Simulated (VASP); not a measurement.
# Sb (I4/mmm) in VASP: notebook

The runs below take Sb through single point, with r2SCAN.

All numbers are computed with VASP 6.6.1; they aren't measurements. Logs are shortened: lines on timing, memory, paths and dates and some standing lists are left out, and cuts for length are marked.

**1. The structure**

Symmetry: I4/mmm, No. 139, tetragonal system. The conventional cell has a = 3.153 Å, b = 3.153 Å, c = 5.424 Å, α = 90.00°, β = 90.00°, γ = 90.00°. Sb (site symmetry 4/mmm) has 12 Sb at 3.15 to 3.51 Å as nearest neighbours.

This isn't the form of Sb at room conditions, which is rhombohedral.

**2. Single point, r2SCAN**

INCAR reads:

```
ADDGRID = False
ALGO = Normal
EDIFF = 1E-6
ENCUT = 400
ISIF = 2
ISMEAR = 0
LASPH = True
LCHARG = False
LMIXTAU = True
LREAL = False
LWAVE = False
METAGGA = R2SCAN
NBANDS = 8
NELM = 100
PREC = Accurate
SIGMA = 0.05
```

KPOINTS reads:

```
k-points
0
Gamma
  5 5 5
```

POSCAR reads:

```
Sb
1.0
   -1.5765401831      1.5765401831      2.7119384313
    1.5765401831     -1.5765401831      2.7119384313
    1.5765401831      1.5765401831     -2.7119384313
Sb
1
Direct
    0.0000000000      0.0000000000      0.0000000000
```

Potentials or basis: VASP PAW PBE potentials, release 64 (Sb).

Launch:

```
$ cat potpaw_PBE.64/Sb/POTCAR > POTCAR
$ mpirun -np 1 vasp_std > vasp.out
```

OUTCAR:

```text
EDIFF = 1E-6
   ENCUT = 400
   ISIF = 2
   ISMEAR = 0
   LASPH = True
   LREAL = False
   METAGGA = R2SCAN
   NELM = 100
   PREC = Accurate

 Found     18 irreducible k-points:

 Following reciprocal coordinates:
            Coordinates               Weight
  0.000000  0.000000  0.000000      1.000000
  0.200000 -0.000000  0.000000      8.000000
  0.400000  0.000000 -0.000000      8.000000
  0.200000  0.200000  0.000000      8.000000
  0.400000  0.200000  0.000000     16.000000
 -0.400000  0.200000 -0.000000     16.000000
   k-points           NKPTS =     18   k-points in BZ     NKDIM =     18   number of bands    NBANDS=      8
   number of dos      NEDOS =    301   number of ions     NIONS =      1
   total plane-waves  NPLWV =  13824
   dimension x,y,z NGX =    24 NGY =   24 NGZ =   24
   dimension x,y,z NGXF=    48 NGYF=   48 NGZF=   48
   ions per type =               1
   NGX,Y,Z   is equivalent  to a cutoff of  11.36, 11.36, 11.36 a.u.
   NGXF,Y,Z  is equivalent  to a cutoff of  22.73, 22.73, 22.73 a.u.
 SYSTEM =  unknown system
   PREC   = accura    normal or accurate (medium, high low for compatibility)
   ISTART =      0    job   : 0-new  1-cont  2-samecut
   ICHARG =      2    charge: 1-file 2-atom 10-const
   ISPIN  =      1    spin polarized calculation?
   LNONCOLLINEAR =      F non collinear calculations
   LSORBIT =      F    spin-orbit coupling
   LASPH  =      T    aspherical Exc in radial PAW
   ENCUT  =  400.0 eV  29.40 Ry    5.42 a.u.   5.73  5.73  5.73*2*pi/ulx,y,z
   NELM   =    100;   NELMIN=  2; NELMDL= -5     # of ELM steps
   EDIFF  = 0.1E-05   stopping-criterion for ELM
   LREAL  =      F    real-space projection
   EDIFFG = 0.1E-04   stopping-criterion for IOM
   NSW    =      0    number of steps for IOM
   IBRION =     -1    ionic relax: 0-MD 1-quasi-New 2-CG
   NFREE  =      0    steps in history (QN), initial steepest desc. (CG)
   ISIF   =      2    stress and relaxation
   ISYM   =      2    0-nonsym 1-usesym 2-fastsym
   POTIM  = 0.5000    time-step for ionic-motion
   TEBEG  =    0.0;   TEEND  =   0.0 temperature during run
   PSTRESS=    0.0 pullay stress
   NELECT =       5.0000    total number of electrons
   NUPDOWN=      -1.0000    fix difference up-down
   EMIN   =  10.00;   EMAX   =-10.00  energy-range for DOS
   EFERMI =   0.00;   METHOD = LEGACY
   ISMEAR =     0;   SIGMA  =   0.05  broadening in eV -4-tet -1-fermi 0-gaus
   EFERMI_NEDOS =   21; number of points for ismear=-14 and -15
   IALGO  =     38    algorithm
   IMIX   =      4    mixing-type and parameters
     AMIX     =   0.40;   BMIX     =  1.00
     AMIX_MAG =   1.60;   BMIX_MAG =  1.00
  volume/ion in A,a.u.               =      26.96       181.95
  Fermi-wavevector in a.u.,A,eV,Ry     =   0.933573  1.764197 11.858269  0.871558
  Thomas-Fermi vector in A             =   2.060288
   LORBIT       =      0    0 simple, 1 ext, 2 COOP (PROOUT), +10 PAW based schemes
   METAGGA = R2SCAN    functional components
   LHFCALC =     F    Hartree Fock is set to
   AEXX    =    0.0000 exact exchange contribution
   IVDW    =     0    specifies the selected vdW correction
   LEPSILON=     F    determine dielectric tensor
   LRPA    =     F    only Hartree local field effects (RPA)
 non-spin polarized calculation
 Gauss-broadening in eV      SIGMA  =   0.05
  energy-cutoff  :      400.00
  volume of cell :       26.96
 maximum number of plane-waves:       501
   NGX = 11   NGY = 11   NGZ = 11

 number of electron       5.0000001 magnetization

 Free energy of the ion-electron system (eV)
  ---------------------------------------------------
  ext. energy  EPLUGINS =         0.00000000
  ---------------------------------------------------
  free energy    TOTEN  =       -25.17886291 eV

  energy without entropy =      -25.17374112  energy(sigma->0) =      -25.17630202

 E-fermi :   8.6501     XC(G=0): -10.7923

 val. band max:        8.6446476921   @ k =   0.4000   0.4000  -0.0000
 cond. band min:       8.6679749531   @ k =   0.4000   0.2000   0.0000
 fundamental gap:      0.0233272610
 Fermi energy:         8.6500708578

 k-point     1 :       0.0000    0.0000    0.0000
  band No.  band energies     occupation
      1      -5.1385      2.00000
      2      13.3311      0.00000
      3      14.1851      0.00000
      4      14.1851      0.00000
      5      18.1560      0.00000
      6      19.6727      0.00000
      7      19.7345      0.00000
      8      19.7345      0.00000

 k-point     2 :       0.2000   -0.0000    0.0000
  band No.  band energies     occupation
      1      -4.2933      2.00000
      2       9.2352      0.00000
      3      12.0293      0.00000
      4      14.0664      0.00000
      5      16.6308      0.00000
      6      18.4869      0.00000
      7      20.9094      0.00000
      8      21.1265      0.00000

 k-point     3 :       0.4000    0.0000   -0.0000
  band No.  band energies     occupation
      1      -1.9487      2.00000
      2       3.6453      2.00000
      3      10.4942      0.00000
      4      14.0960      0.00000
      5      15.1911      0.00000
      6      18.7828      0.00000
      7      20.0459      0.00000
      8      20.5806      0.00000

 k-point     4 :       0.2000    0.2000    0.0000
  band No.  band energies     occupation
      1      -3.0557      2.00000
      2       7.9974      2.00000
      3       8.7278      0.02794
      4      11.2819      0.00000
      5      17.3810      0.00000
      6      18.6480      0.00000
      7      19.7142      0.00000
      8      21.5581      0.00000

 k-point     5 :       0.4000    0.2000    0.0000
  band No.  band energies     occupation
      1      -0.6236      2.00000
      2       3.5189      2.00000
      3       8.6680      0.61257
      4      10.2037      0.00000
      5      15.4692      0.00000
      6      17.8639      0.00000
      7      22.3931      0.00000
      8      22.4507      0.00000

 k-point     6 :      -0.4000    0.2000   -0.0000
  band No.  band energies     occupation
      1      -1.8378      2.00000
      2       5.4334      2.00000
      3       9.7209      0.00000
      4      10.7177      0.00000
      5      15.1583      0.00000
      6      17.3544      0.00000
      7      18.8489      0.00000
      8      23.6972      0.00000

 [... further k-points ...]

------------------------ aborting loop because EDIFF is reached ----------------------------------------

  FORCE on cell =-STRESS in cart. coord.  units (eV):
  Direction    XX          YY          ZZ          XY          YZ          ZX
  --------------------------------------------------------------------------------------
  -------------------------------------------------------------------------------------
  Total        0.0556856      0.0556856      0.3399651      0.0000000      0.0000000      0.0000000
  in kB        3.3090524      3.3090524     20.2020300      0.0000000      0.0000000      0.0000000
  external PRESSURE =       8.9400449 kB  Pullay stress =       0.0000000 kB

 VOLUME and BASIS-vectors are now :
 -----------------------------------------------------------------------------
  energy-cutoff  :      400.00
  volume of cell :       26.96
      direct lattice vectors                 reciprocal lattice vectors
    -1.576540183  1.576540183  2.711938431     0.000000000  0.317150178  0.184369967
     1.576540183 -1.576540183  2.711938431     0.317150178  0.000000000  0.184369967
     1.576540183  1.576540183 -2.711938431     0.317150178  0.317150178  0.000000000

 POSITION                                       TOTAL-FORCE (eV/Angst)
 -----------------------------------------------------------------------------------
      0.00000      0.00000      0.00000         0.000000      0.000000     -0.000000
 -----------------------------------------------------------------------------------
    total drift:                                0.000000     -0.000000     -0.000000

  FREE ENERGIE OF THE ION-ELECTRON SYSTEM (eV)
  ---------------------------------------------------
  free  energy   TOTEN  =       -25.1788629143 eV

  energy  without entropy=      -25.1737411177  energy(sigma->0) =      -25.17630202
```

Wall time 11 s (1 thread of Intel Xeon Platinum 8375C at 2.90GHz (Ice Lake), shared host); peak memory 0.13 GiB.

These settings aren't checked as converged: the numbers below hold their error.

What came out:

```
Free energy            : -25.1789 eV
Pressure               : 0.9 GPa
Band gap on the k mesh : none (metal or under the smearing width)
```

Caveat: the k mesh is coarse (spacing up to 0.56 Å⁻¹), so the values aren't converged; the PAW data sets were made with another functional, which shifts forces and pressure a little.

**3. Single point, r2SCAN**

INCAR is that of step 2.

KPOINTS is that of step 2.

POSCAR reads:

```
Sb
1.0
   -1.5638750000      1.6131910000      2.7402030000
    1.6104090000     -1.5604430000      2.7365900000
    1.5281950000      1.5247630000     -2.7095380000
Sb
1
Direct
    0.0004760000      0.0218010000      0.0165680000
```

Potentials or basis: VASP PAW PBE potentials, release 64 (Sb).

Launch:

```
$ cat potpaw_PBE.64/Sb/POTCAR > POTCAR
$ mpirun -np 1 vasp_std > vasp.out
```

OUTCAR:

```text
EDIFF = 1E-6
   ENCUT = 400
   ISIF = 2
   ISMEAR = 0
   LASPH = True
   LREAL = False
   METAGGA = R2SCAN
   NELM = 100
   PREC = Accurate

 Found     63 irreducible k-points:

 Following reciprocal coordinates:
            Coordinates               Weight
  0.000000  0.000000  0.000000      1.000000
  0.200000  0.000000 -0.000000      2.000000
  0.400000  0.000000 -0.000000      2.000000
  0.000000  0.200000  0.000000      2.000000
  0.200000  0.200000 -0.000000      2.000000
  0.400000  0.200000 -0.000000      2.000000
   k-points           NKPTS =     63   k-points in BZ     NKDIM =     63   number of bands    NBANDS=      8
   number of dos      NEDOS =    301   number of ions     NIONS =      1
   total plane-waves  NPLWV =  13824
   dimension x,y,z NGX =    24 NGY =   24 NGZ =   24
   dimension x,y,z NGXF=    48 NGYF=   48 NGZF=   48
   ions per type =               1
   NGX,Y,Z   is equivalent  to a cutoff of  11.26, 11.28, 11.52 a.u.
   NGXF,Y,Z  is equivalent  to a cutoff of  22.52, 22.55, 23.03 a.u.
 SYSTEM =  unknown system
   PREC   = accura    normal or accurate (medium, high low for compatibility)
   ISTART =      0    job   : 0-new  1-cont  2-samecut
   ICHARG =      2    charge: 1-file 2-atom 10-const
   ISPIN  =      1    spin polarized calculation?
   LNONCOLLINEAR =      F non collinear calculations
   LSORBIT =      F    spin-orbit coupling
   LASPH  =      T    aspherical Exc in radial PAW
   ENCUT  =  400.0 eV  29.40 Ry    5.42 a.u.   5.78  5.77  5.65*2*pi/ulx,y,z
   NELM   =    100;   NELMIN=  2; NELMDL= -5     # of ELM steps
   EDIFF  = 0.1E-05   stopping-criterion for ELM
   LREAL  =      F    real-space projection
   EDIFFG = 0.1E-04   stopping-criterion for IOM
   NSW    =      0    number of steps for IOM
   IBRION =     -1    ionic relax: 0-MD 1-quasi-New 2-CG
   NFREE  =      0    steps in history (QN), initial steepest desc. (CG)
   ISIF   =      2    stress and relaxation
   ISYM   =      2    0-nonsym 1-usesym 2-fastsym
   POTIM  = 0.5000    time-step for ionic-motion
   TEBEG  =    0.0;   TEEND  =   0.0 temperature during run
   PSTRESS=    0.0 pullay stress
   NELECT =       5.0000    total number of electrons
   NUPDOWN=      -1.0000    fix difference up-down
   EMIN   =  10.00;   EMAX   =-10.00  energy-range for DOS
   EFERMI =   0.00;   METHOD = LEGACY
   ISMEAR =     0;   SIGMA  =   0.05  broadening in eV -4-tet -1-fermi 0-gaus
   EFERMI_NEDOS =   21; number of points for ismear=-14 and -15
   IALGO  =     38    algorithm
   IMIX   =      4    mixing-type and parameters
     AMIX     =   0.40;   BMIX     =  1.00
     AMIX_MAG =   1.60;   BMIX_MAG =  1.00
  volume/ion in A,a.u.               =      26.96       181.95
  Fermi-wavevector in a.u.,A,eV,Ry     =   0.933573  1.764197 11.858272  0.871558
  Thomas-Fermi vector in A             =   2.060288
   LORBIT       =      0    0 simple, 1 ext, 2 COOP (PROOUT), +10 PAW based schemes
   METAGGA = R2SCAN    functional components
   LHFCALC =     F    Hartree Fock is set to
   AEXX    =    0.0000 exact exchange contribution
   IVDW    =     0    specifies the selected vdW correction
   LEPSILON=     F    determine dielectric tensor
   LRPA    =     F    only Hartree local field effects (RPA)
 non-spin polarized calculation
 Gauss-broadening in eV      SIGMA  =   0.05
  energy-cutoff  :      400.00
  volume of cell :       26.96
 maximum number of plane-waves:       498
   NGX = 11   NGY = 11   NGZ = 11

 number of electron       5.0000000 magnetization

 Free energy of the ion-electron system (eV)
  ---------------------------------------------------
  ext. energy  EPLUGINS =         0.00000000
  ---------------------------------------------------
  free energy    TOTEN  =       -25.19817609 eV

  energy without entropy =      -25.19759805  energy(sigma->0) =      -25.19788707

 E-fermi :   8.5331     XC(G=0): -10.7872

 val. band max:        8.5067440018   @ k =   0.4000   0.4000   0.2000
 cond. band min:       8.5972691069   @ k =   0.2000   0.2000  -0.0000
 fundamental gap:      0.0905251051
 Fermi energy:         8.5330831479

 k-point     1 :       0.0000    0.0000    0.0000
  band No.  band energies     occupation
      1      -5.1452      2.00000
      2      13.1611      0.00000
      3      14.1879      0.00000
      4      14.2341      0.00000
      5      18.0895      0.00000
      6      19.3332      0.00000
      7      19.7335      0.00000
      8      19.9652      0.00000

 k-point     2 :       0.2000    0.0000   -0.0000
  band No.  band energies     occupation
      1      -4.3153      2.00000
      2       9.0884      0.00000
      3      12.0718      0.00000
      4      14.1545      0.00000
      5      16.6985      0.00000
      6      18.5861      0.00000
      7      20.8821      0.00000
      8      21.1544      0.00000

 k-point     3 :       0.4000    0.0000   -0.0000
  band No.  band energies     occupation
      1      -2.0241      2.00000
      2       3.5786      2.00000
      3      10.5965      0.00000
      4      14.2903      0.00000
      5      15.2599      0.00000
      6      18.9284      0.00000
      7      20.1113      0.00000
      8      20.9551      0.00000

 k-point     4 :       0.0000    0.2000    0.0000
  band No.  band energies     occupation
      1      -4.3137      2.00000
      2       9.1019      0.00000
      3      12.0518      0.00000
      4      14.1517      0.00000
      5      16.6754      0.00000
      6      18.5848      0.00000
      7      20.8742      0.00000
      8      21.1771      0.00000

 k-point     5 :       0.2000    0.2000   -0.0000
  band No.  band energies     occupation
      1      -3.1053      2.00000
      2       7.9534      2.00000
      3       8.5973      0.06945
      4      11.2910      0.00000
      5      17.6207      0.00000
      6      18.7680      0.00000
      7      20.1603      0.00000
      8      22.0220      0.00000

 k-point     6 :       0.4000    0.2000   -0.0000
  band No.  band energies     occupation
      1      -0.7349      2.00000
      2       3.4784      2.00000
      3       8.7040      0.00000
      4      10.3439      0.00000
      5      15.8544      0.00000
      6      17.9282      0.00000
      7      22.2242      0.00000
      8      22.7519      0.00000

 [... further k-points ...]

------------------------ aborting loop because EDIFF is reached ----------------------------------------

  FORCE on cell =-STRESS in cart. coord.  units (eV):
  Direction    XX          YY          ZZ          XY          YZ          ZX
  --------------------------------------------------------------------------------------
  -------------------------------------------------------------------------------------
  Total        0.1427410      0.1487403      0.1170894     -0.2130362      0.3168952      0.3134038
  in kB        8.4822215      8.8387202      6.9579048    -12.6594316     18.8311366     18.6236640
  external PRESSURE =       8.0929489 kB  Pullay stress =       0.0000000 kB

 VOLUME and BASIS-vectors are now :
 -----------------------------------------------------------------------------
  energy-cutoff  :      400.00
  volume of cell :       26.96
      direct lattice vectors                 reciprocal lattice vectors
    -1.563875000  1.613191000  2.740203000     0.002055809  0.316948054  0.179518554
     1.610409000 -1.560443000  2.736590000     0.317083613  0.001847581  0.179876686
     1.528195000  1.524763000 -2.709538000     0.322328449  0.322401118 -0.005843793

 POSITION                                       TOTAL-FORCE (eV/Angst)
 -----------------------------------------------------------------------------------
      0.05968     -0.00799      0.01607         0.000000      0.000000      0.000000
 -----------------------------------------------------------------------------------
    total drift:                               -0.000000     -0.000000      0.000001

  FREE ENERGIE OF THE ION-ELECTRON SYSTEM (eV)
  ---------------------------------------------------
  free  energy   TOTEN  =       -25.1981760851 eV

  energy  without entropy=      -25.1975980458  energy(sigma->0) =      -25.19788707
```

Run time: 23 s. Hardware: 1 thread of Intel Xeon Platinum 8375C at 2.90GHz (Ice Lake), shared host; peak memory 0.14 GiB.

These settings aren't checked as converged: the numbers below hold their error.

Results:

* Free energy: -25.1982 eV
* Pressure: 0.8 GPa
* Band gap on the k mesh: none (metal or under the smearing width)

Caveat: the k mesh is coarse (spacing up to 0.57 Å⁻¹), so the values aren't converged; the PAW data sets were made with another functional, which shifts forces and pressure a little.

**4. The reference run**

An earlier run on the cell as given: functional PBEsol; potentials or basis VASP PAW PBE potentials, release 64 (Sb); cutoff 520 eV; k mesh 12 × 12 × 12; occupations fermi-dirac, width 0.05 eV; no spin polarisation.

- Pressure: -1.3 GPa
- Band gap on the k mesh: none (metal or under the smearing width)
